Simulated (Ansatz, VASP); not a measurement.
Ge2N: VASP beside Ansatz

```
Ge N
1.0
     4.18216    0.00000    0.00000
    -2.09108    3.62186    0.00000
     0.00000    0.00000    3.05753
Ge N
2 1
Cartesian
  0.0000 2.4146 1.5288
  2.0911 1.2073 1.5288
  0.0000 0.0000 0.0000
```

Alike in both runs: task relaxation of cell and atoms; functional PBE; k mesh 6 × 6 × 6; occupations gaussian, width 0.1 eV; no spin polarisation.

|  | VASP | Ansatz |
| --- | --- | --- |
| version | VASP 6.6.1 | Ansatz 0.2.0 |
| potentials or method | VASP PAW PBE potentials, release 64 (Ge_d, N) | scalar-relativistic, plane waves, PAW |
| plane-wave cutoff (eV) | 600 | 420 |
| valence electrons in the cell | 33 | 33 |

Ansatz gave:

```
gap on the k mesh at the Fermi level, each at its own relaxed structure (eV) : none
relaxed volume (Å³/atom)                                                     : 15.26
relaxed cell length with the largest relative difference (Å)                 : 2.937
energy change over the relaxation (meV/atom)                                 : -7
```

**Question.** Which values does VASP return?

**Answer.** gap on the k mesh at the Fermi level, each at its own relaxed structure (eV): none; relaxed volume (Å³/atom): 15.18; relaxed cell length with the largest relative difference (Å): 2.911; energy change over the relaxation (meV/atom): -7.

A gap of «none» marks a metal or a gap that the smearing closes.
